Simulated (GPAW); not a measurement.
## Does In15FeP16 (InP32 Fe1) carry moments in GPAW?

Wanted: the moments of In15FeP16 (InP32 Fe1) and the energy gained by spin polarisation.

Method: PBE; plane waves with GPAW's PAW setups, scalar-relativistic, in GPAW 26.7.0.

**1. Starting point**

Symmetry: P-42m, No. 111, tetragonal system. The conventional cell has a = 11.738 Å, b = 11.738 Å, c = 5.869 Å, α = 90.00°, β = 90.00°, γ = 90.00°. Fe has 4 P at 2.54 Å nearest. P has 3 In at 2.54 Å and 1 Fe at 2.54 Å nearest. Nearest to In lie 4 P at 2.54 Å. Nearest to P lie 4 In at 2.54 Å. In has 4 P at 2.54 Å nearest. Nearest to P lie 4 In at 2.54 Å. substitutional dopants on the host's lattice, its constants typed without a cited source, atoms not relaxed. Farther neighbours are not listed.

The cell is a made-up one and need not be a known phase.

**2. Run 1 (ferro +)**

Parallel moments need no larger cell; this start tests for a ferromagnetic state only.

Contents of order1.py:

```python
import json
import numpy as np
from ase import Atoms
from ase.parallel import paropen, parprint
from gpaw import GPAW

atoms = Atoms(['Fe', 'P', 'In', 'P', 'In', 'P', 'In', 'P', 'In', 'P', 'In', 'P', 'In', 'P', 'In', 'P', 'In', 'P', 'In', 'P', 'In', 'P', 'In', 'P', 'In', 'P', 'In', 'P', 'In', 'P', 'In', 'P'],
    cell=[[11.738, 0.0, 0.0],
         [0.0, 11.738, 0.0],
         [0.0, 0.0, 5.869]],
    scaled_positions=[[0.0, 0.0, 0.0],
         [0.125, 0.125, 0.25],
         [0.0, 0.25, 0.5],
         [0.125, 0.375, 0.75],
         [0.25, 0.0, 0.5],
         [0.375, 0.125, 0.75],
         [0.25, 0.25, 0.0],
         [0.375, 0.375, 0.25],
         [0.0, 0.5, 0.0],
         [0.125, 0.625, 0.25],
         [0.0, 0.75, 0.5],
         [0.125, 0.875, 0.75],
         [0.25, 0.5, 0.5],
         [0.375, 0.625, 0.75],
         [0.25, 0.75, 0.0],
         [0.375, 0.875, 0.25],
         [0.5, 0.0, 0.0],
         [0.625, 0.125, 0.25],
         [0.5, 0.25, 0.5],
         [0.625, 0.375, 0.75],
         [0.75, 0.0, 0.5],
         [0.875, 0.125, 0.75],
         [0.75, 0.25, 0.0],
         [0.875, 0.375, 0.25],
         [0.5, 0.5, 0.0],
         [0.625, 0.625, 0.25],
         [0.5, 0.75, 0.5],
         [0.625, 0.875, 0.75],
         [0.75, 0.5, 0.5],
         [0.875, 0.625, 0.75],
         [0.75, 0.75, 0.0],
         [0.875, 0.875, 0.25]],
    pbc=True,
    magmoms=[4.0, 0.0, 0.0, 0.0, 0.0, 0.0, 0.0, 0.0, 0.0, 0.0, 0.0, 0.0, 0.0, 0.0, 0.0, 0.0, 0.0, 0.0, 0.0, 0.0, 0.0, 0.0, 0.0, 0.0, 0.0, 0.0, 0.0, 0.0, 0.0, 0.0, 0.0, 0.0])
atoms.calc = GPAW(mode={'name': 'pw', 'ecut': 450},
    xc='PBE',
    kpts={'size': (3, 3, 5), 'gamma': True},
    occupations={'name': 'fermi-dirac', 'width': 0.05},
    convergence={'density': 1e-05, 'energy': 1e-05},
    maxiter=200,
    mixer={'name': 'pulay', 'beta': 0.05, 'nmaxold': 6, 'weight': 50},
    symmetry={'tolerance': 1e-4},
    txt='order1.txt')
e = atoms.get_potential_energy(force_consistent=True)
res = {'free_energy': e, 'energy_sigma0': atoms.get_potential_energy(), 'fermi_energy': atoms.calc.get_fermi_level()}
res['moments'] = atoms.get_magnetic_moments().tolist()
res['total'] = atoms.get_magnetic_moment()
parprint('site moments (muB):', np.round(res['moments'], 3))
parprint(f"total moment: {res['total']:.3f} muB")
parprint(f'free energy: {e:.6f} eV')
atoms.calc.write('order1.gpw')
with paropen('results.json', 'w') as f:
    json.dump(res, f)
```

Run with:

```console
> OMP_NUM_THREADS=1 mpirun -n 4 gpaw python order1.py > order1.log
```

Numbers of over 12 decimals in the logs are rounded to 6 here.

Log:

```text
site moments (muB): [3.422e+00 5.900e-02 1.200e-02 1.100e-02 1.200e-02 1.100e-02 7.000e-03
 1.100e-02 4.000e-03 1.100e-02 1.200e-02 5.900e-02 1.000e-03 1.100e-02
 7.000e-03 1.100e-02 4.000e-03 1.100e-02 1.000e-03 1.100e-02 1.200e-02
 5.900e-02 7.000e-03 1.100e-02 4.000e-03 1.100e-02 1.000e-03 1.100e-02
 1.000e-03 1.100e-02 7.000e-03 5.900e-02]
total moment: 4.892 muB
free energy: -141.457367 eV

--- order1.txt ---
Input parameters:
  mode=PW(ecut=450),
  convergence={'density': 1e-05, 'energy': 1e-05},
  kpts=MonkhorstPack(size=(3, 3, 5), gamma=True),
  maxiter=200,
  mixer=Pulay(name='pulay', nmaxold=6, beta=0.05, weight=50, sigma=0.015, g_ss=None),
  occupations=Occupations(name='fermi-dirac', width=0.05),
  symmetry=Symmetry(tolerance=0.0001),
  xc=XC(name='PBE')

Diagonalizing LCAO Hamiltonian
Converting LCAO to pw mode
        .----------------------------.
       /|                            |
      / |                            |
     /  |  P             P           |
    /   |       P              P     |
   /  In|            In              |
  /    P|         P   P          P   |
 *      .---In------------In---------.
 |     / P   P          P  P        /
 | In /       In In         In     /
 |   /         P             P    /
 |  /nP In         IP  In        /
 | /      In            In      /
 |/                            /
 Fe------------In-------------*

Atoms  # Å, Bohr magnetons
|    | symbol |         x |         y |        z |    initial magnetic moments |
|----|--------|-----------|-----------|----------|-----------------------------|
|  0 |     Fe |  0.000000 |  0.000000 | 0.000000 | ( 0.0000,  0.0000,  4.0000) |
|  1 |      P |  1.467250 |  1.467250 | 1.467250 | ( 0.0000,  0.0000,  0.0000) |
|  2 |     In |  0.000000 |  2.934500 | 2.934500 | ( 0.0000,  0.0000,  0.0000) |
|  3 |      P |  1.467250 |  4.401750 | 4.401750 | ( 0.0000,  0.0000,  0.0000) |
|  4 |     In |  2.934500 |  0.000000 | 2.934500 | ( 0.0000,  0.0000,  0.0000) |
|  5 |      P |  4.401750 |  1.467250 | 4.401750 | ( 0.0000,  0.0000,  0.0000) |
|  6 |     In |  2.934500 |  2.934500 | 0.000000 | ( 0.0000,  0.0000,  0.0000) |
|  7 |      P |  4.401750 |  4.401750 | 1.467250 | ( 0.0000,  0.0000,  0.0000) |
|  8 |     In |  0.000000 |  5.869000 | 0.000000 | ( 0.0000,  0.0000,  0.0000) |
|  9 |      P |  1.467250 |  7.336250 | 1.467250 | ( 0.0000,  0.0000,  0.0000) |
| 10 |     In |  0.000000 |  8.803500 | 2.934500 | ( 0.0000,  0.0000,  0.0000) |
| 11 |      P |  1.467250 | 10.270750 | 4.401750 | ( 0.0000,  0.0000,  0.0000) |
| 12 |     In |  2.934500 |  5.869000 | 2.934500 | ( 0.0000,  0.0000,  0.0000) |
| 13 |      P |  4.401750 |  7.336250 | 4.401750 | ( 0.0000,  0.0000,  0.0000) |
| 14 |     In |  2.934500 |  8.803500 | 0.000000 | ( 0.0000,  0.0000,  0.0000) |
| 15 |      P |  4.401750 | 10.270750 | 1.467250 | ( 0.0000,  0.0000,  0.0000) |
| 16 |     In |  5.869000 |  0.000000 | 0.000000 | ( 0.0000,  0.0000,  0.0000) |
| 17 |      P |  7.336250 |  1.467250 | 1.467250 | ( 0.0000,  0.0000,  0.0000) |
| 18 |     In |  5.869000 |  2.934500 | 2.934500 | ( 0.0000,  0.0000,  0.0000) |
| 19 |      P |  7.336250 |  4.401750 | 4.401750 | ( 0.0000,  0.0000,  0.0000) |
| 20 |     In |  8.803500 |  0.000000 | 2.934500 | ( 0.0000,  0.0000,  0.0000) |
| 21 |      P | 10.270750 |  1.467250 | 4.401750 | ( 0.0000,  0.0000,  0.0000) |
| 22 |     In |  8.803500 |  2.934500 | 0.000000 | ( 0.0000,  0.0000,  0.0000) |
| 23 |      P | 10.270750 |  4.401750 | 1.467250 | ( 0.0000,  0.0000,  0.0000) |
| 24 |     In |  5.869000 |  5.869000 | 0.000000 | ( 0.0000,  0.0000,  0.0000) |
| 25 |      P |  7.336250 |  7.336250 | 1.467250 | ( 0.0000,  0.0000,  0.0000) |
| 26 |     In |  5.869000 |  8.803500 | 2.934500 | ( 0.0000,  0.0000,  0.0000) |
| 27 |      P |  7.336250 | 10.270750 | 4.401750 | ( 0.0000,  0.0000,  0.0000) |
| 28 |     In |  8.803500 |  5.869000 | 2.934500 | ( 0.0000,  0.0000,  0.0000) |
| 29 |      P | 10.270750 |  7.336250 | 4.401750 | ( 0.0000,  0.0000,  0.0000) |
| 30 |     In |  8.803500 |  8.803500 | 0.000000 | ( 0.0000,  0.0000,  0.0000) |
| 31 |      P | 10.270750 | 10.270750 | 1.467250 | ( 0.0000,  0.0000,  0.0000) |

Unit cell  # Å
| periodic |         x |         y |        z |   lengths |    angles |
|----------|-----------|-----------|----------|-----------|-----------|
|      yes | 11.738000 |  0.000000 | 0.000000 | 11.738000 | 90.000000 |
|      yes |  0.000000 | 11.738000 | 0.000000 | 11.738000 | 90.000000 |
|      yes |  0.000000 |  0.000000 | 5.869000 |  5.869000 | 90.000000 |

Number of symmetries: 8

BZ-sampling:
  Number of BZ points: 45
  Number of IBZ points: 9

  Monkhorst-Pack size: [3, 3, 5]
  Monkhorst-Pack shift: [0, 0, 0]

K-points  # in reciprocal-cell coordinates
|   |                                coordinates |     weight |
|---|--------------------------------------------|------------|
| 0 | (  0.00000000,   0.00000000,   0.00000000) | 0.02222222 |
| 1 | (  0.00000000,   0.00000000,   0.20000000) | 0.04444444 |
| 2 | (  0.00000000,   0.00000000,   0.40000000) | 0.04444444 |
| 3 | (  0.33333333,   0.00000000,   0.00000000) | 0.08888889 |
| 4 | (  0.33333333,   0.00000000,   0.20000000) | 0.17777778 |
| 5 | (  0.33333333,   0.00000000,   0.40000000) | 0.17777778 |
| 6 | (  0.33333333,   0.33333333,   0.00000000) | 0.08888889 |
| 7 | (  0.33333333,   0.33333333,   0.20000000) | 0.17777778 |
| 8 | (  0.33333333,   0.33333333,   0.40000000) | 0.17777778 |

Plane wave coefficients: 17550
Cutoff: 450.000000 eV

Spin-components: 2 (collinear spins)
Bands:           177
Projectors:      176
Spin-degeneracy: 1
Datatype:        complex128

Parallelization:
  kpt:    4
  domain: 1
  band:   1

Density:
  Valence electrons: 283.0
  Components: 2
  Grid points: [60 60 30]
  Charge: 0.0  # |e|

Potential:
  Grid points: [60 60 30]

species:
  Fe:
    name:    Iron
    Z:       26.0
    valence: 8
    core:    18
    charge:  0.0  # [|e|]
    compensation charges:
      type: gauss
      rc: 0.33  # [Å]
      lmax: 2
    cutoffs:
      filter: 2.06  # [Å]
      core: 2.67  # [Å]
    projectors
    | kind |    occ | energy [eV] | rcut [Å] |
    |------|--------|-------------|----------|
    |   4s |  2.000 |      -5.291 |    1.164 |
    |   4p |  0.000 |      -1.326 |    1.058 |
    |   3d |  6.000 |      -7.505 |    1.058 |
    |    s |        |      21.920 |    1.164 |
    |    p |        |      25.885 |    1.058 |
    |    d |        |      19.706 |    1.058 |

    Using partial waves for Fe as LCAO basis

  P:
    name:    Phosphorus
    Z:       15.0
    valence: 5
    core:    10
    charge:  0.0  # [|e|]
    compensation charges:
      type: gauss
      rc: 0.30  # [Å]
      lmax: 2
    cutoffs:
      filter: 1.69  # [Å]
      core: 1.81  # [Å]
    projectors
    | kind |    occ | energy [eV] | rcut [Å] |
    |------|--------|-------------|----------|
    |   3s |  2.000 |     -13.968 |    0.953 |
    |   3p |  3.000 |      -5.506 |    0.953 |
    |    s |        |      13.244 |    0.953 |
    |    p |        |      21.705 |    0.953 |
    |    d |        |       0.000 |    0.953 |

    Using partial waves for P as LCAO basis

  In:
    name:    Indium
    Z:       49.0
    valence: 13
    core:    36
    charge:  0.0  # [|e|]
    compensation charges:
      type: gauss
      rc: 0.36  # [Å]
      lmax: 2
    cutoffs:
      filter: 2.09  # [Å]
      core: 2.48  # [Å]
    projectors
    | kind |    occ | energy [eV] | rcut [Å] |
    |------|--------|-------------|----------|
    |   5s |  2.000 |      -8.203 |    1.185 |
    |   5p |  1.000 |      -2.521 |    1.244 |
    |   4d | 10.000 |     -18.629 |    1.148 |
    |    s |        |      19.008 |    1.185 |
    |    p |        |      24.691 |    1.244 |
    |    d |        |       8.583 |    1.148 |

    Using partial waves for In as LCAO basis

Reference energy: -2583097.368041  # eV

eigensolver:
  PPCG
  Converge bands: occupied
  niter=2

density mixing:
  Pulay-Mixer
  Linear mixing parameters: 0.05
  Old densities: 6
  Fourier metric: weight=50, sigma=0.015

occupation numbers:
  Fermi-Dirac:
    width: 0.0500  # eV

poisson solver:
  ecut: 3600.000000  # eV

xc functional:
  name: PBE with 2 nearest neighbor stencil

convergence criteria:
- Maximum integral of absolute [dens]ity change: 1e-05 electrons / valence electron
- Maximum [total energy] change in last 3 cyles: 1e-05 eV / valence electron
- Maximum integral of absolute [eigenst]ate change: 4e-08 eV^2 / valence electron
maximum number of iterations: 200

SCF iterations
|iter     |      energy | eigst |  dens |  magmom |
|---------|-------------|-------|-------|---------|
|iter:   1|       0s | -146.470936 | -0.27 |       |  +4.0090|
|iter:   2|      17s | -145.497450 | -1.52 | -1.07 |  +4.0571|
|iter:   3|      33s | -142.900563 | -1.82 | -1.14 |  +4.1801|
|iter:   4|      50s | -141.553189 | -1.26 | -1.26 |  +4.4302|
|iter:   5|      67s | -141.414095 | -2.67 | -1.56 |  +4.4134|
|iter:   6|      83s | -141.444642 | -2.61 | -1.54 |  +4.6135|
|iter:   7|     100s | -141.531268 | -2.91 | -1.93 |  +4.6546|
|iter:   8|     117s | -141.452621 | -2.88 | -2.03 |  +4.7303|
|iter:   9|     134s | -141.439444 | -4.06 | -2.53 |  +4.7260|
|iter:  10|     151s | -141.461243 | -3.96 | -2.51 |  +4.7600|
[... 12 iterations left out ...]
|iter:  23|     370s | -141.447984c| -7.41c| -4.03 |  +4.8818|
|iter:  24|     378s | -141.448003c| -7.91c| -4.10 |  +4.8827|
|iter:  25|     395s | -141.448082c| -7.85c| -4.11 |  +4.8851|
|iter:  26|     404s | -141.448114c| -7.90c| -4.21 |  +4.8862|
|iter:  27|     420s | -141.448171c| -7.98c| -4.26 |  +4.8881|
|iter:  28|     429s | -141.448181c| -8.50c| -4.46 |  +4.8884|
|iter:  29|     441s | -141.448231c| -7.69c| -4.53 |  +4.8901|
|iter:  30|     450s | -141.448239c| -8.28c| -4.80 |  +4.8904|
|iter:  31|     458s | -141.448257c| -8.09c| -4.85 |  +4.8910|
|iter:  32|     467s | -141.448272c| -8.32c| -5.08c|  +4.8916|

Converged in 32 steps
Energy contributions relative to reference atoms: (reference = -2583097.368041)

Energy contributions:
  Kinetic:         341.566468
  Coulomb:        -315.386734
  Zero:              3.081113
  External:          0.000000
  Xc:             -170.700024
  Entropy:          -0.018191
  Spinorbit:         0.000000
  ----------------------------
  Free energy:    -141.457367
  Extrapolated:   -141.448272

dipole moment: (-146.861581, -146.861581, -152.258832)  # |e|*Ang

Total magnetic moment: (0.000000, 0.000000, 4.891585)

Local magnetic moments
|        x |        y |        z |
|----------|----------|----------|
| 0.000000 | 0.000000 | 3.421907 |  # Fe   0
| 0.000000 | 0.000000 | 0.058901 |  # P    1
| 0.000000 | 0.000000 | 0.012358 |  # In   2
| 0.000000 | 0.000000 | 0.010676 |  # P    3
| 0.000000 | 0.000000 | 0.012358 |  # In   4
| 0.000000 | 0.000000 | 0.010676 |  # P    5
| 0.000000 | 0.000000 | 0.006545 |  # In   6
| 0.000000 | 0.000000 | 0.010557 |  # P    7
| 0.000000 | 0.000000 | 0.004212 |  # In   8
| 0.000000 | 0.000000 | 0.010676 |  # P    9
| 0.000000 | 0.000000 | 0.012358 |  # In  10
| 0.000000 | 0.000000 | 0.058901 |  # P   11
| 0.000000 | 0.000000 | 0.000888 |  # In  12
| 0.000000 | 0.000000 | 0.010557 |  # P   13
| 0.000000 | 0.000000 | 0.006545 |  # In  14
| 0.000000 | 0.000000 | 0.010676 |  # P   15
[...]
| 0.000000 | 0.000000 | 0.006545 |  # In  22
| 0.000000 | 0.000000 | 0.010676 |  # P   23
| 0.000000 | 0.000000 | 0.004096 |  # In  24
| 0.000000 | 0.000000 | 0.010557 |  # P   25
| 0.000000 | 0.000000 | 0.000888 |  # In  26
| 0.000000 | 0.000000 | 0.010676 |  # P   27
| 0.000000 | 0.000000 | 0.000888 |  # In  28
| 0.000000 | 0.000000 | 0.010676 |  # P   29
| 0.000000 | 0.000000 | 0.006545 |  # In  30
| 0.000000 | 0.000000 | 0.058901 |  # P   31

Fermi level: 4.877
Eigenvalues  # (at kpt = [0.000, 0.000, 0.000])
| band index |      eig [eV] | occ [0-1] |      eig [eV] | occ [0-1] |
|------------|---------------|-----------|---------------|-----------|
|          0 |        -9.541 |     1.000 |        -9.538 |     1.000 |
|        ... |               |           |               |           |
|        134 |         3.447 |     1.000 |         3.648 |     1.000 |
|        135 |         3.447 |     1.000 |         3.754 |     1.000 |
|        136 |         3.701 |     1.000 |         4.424 |     1.000 |
|        137 |         3.709 |     1.000 |         4.471 |     1.000 |
|        138 |         3.760 |     1.000 |         4.471 |     1.000 |
|        139 |         3.952 |     1.000 |         4.984 |     0.105 |
|        140 |         3.952 |     1.000 |         4.997 |     0.084 |
|        141 |         4.860 |     0.582 |         5.538 |     0.000 |
|        142 |         4.869 |     0.538 |         5.578 |     0.000 |
|        143 |         4.869 |     0.538 |         5.610 |     0.000 |
|        144 |         5.521 |     0.000 |         5.610 |     0.000 |
|        145 |         6.584 |     0.000 |         6.656 |     0.000 |
|        146 |         6.584 |     0.000 |         6.656 |     0.000 |
|        147 |         6.589 |     0.000 |         6.661 |     0.000 |
|        148 |         7.068 |     0.000 |         7.105 |     0.000 |
|        ... |               |           |               |           |
|        176 |        10.067 |     0.000 |        10.300 |     0.000 |

Gap: 0.115 eV
Transition (v -> c):
  (s=0, k=0, n=143, [0.00, 0.00, 0.00]) -> (s=1, k=0, n=139, [0.00, 0.00, 0.00])
No difference between direct/indirect transitions
```

Wall time 8.3 min (4 MPI ranks of AMD EPYC 9B45 (Zen 5), shared host); peak memory 3.2 GiB.

Spin moment in the augmentation sphere by element, in μB:

```csv
element,atoms,mean,spread (r.m.s.),least,largest
Fe,1,3.42,0.00,3.42,3.42
P,16,0.02,0.02,0.01,0.06
In,15,0.01,0.00,0.00,0.01
```

The atoms farthest from the mean of their element:

```csv
atom,"x, y, z (Å)",spin moment in the augmentation sphere (μB)
P32,"10.27, 10.27, 1.47",0.06
P2,"1.47, 1.47, 1.47",0.06
P22,"10.27, 1.47, 4.40",0.06
P12,"1.47, 10.27, 4.40",0.06
P26,"7.34, 7.34, 1.47",0.01
P8,"4.40, 4.40, 1.47",0.01
P20,"7.34, 4.40, 4.40",0.01
P14,"4.40, 7.34, 4.40",0.01
```

This step gave:

```
magnetization : 4.892 μB
final state   : ferromagnetic
```

After 32 cycles the largest moment stands at 3.42 μB.

[end of part 1 of 2]

[Logs and program files are shortened in this print: banners, set-up blocks, solver, clock and traceback lines can be left out without a mark of their own.]

[Logs are printed without paths, hosts, clocks, repeated set-up lines and the standing remarks that a program may print on its own settings, such as how far it seeks lower states.]

[Hosts, paths, dates, database ids (printed as entryN), source tags and the programs' standing remarks are cut or masked in the printed files.]

[Where a cell is said to come from a database of computed structures, the database is the Materials Project.]
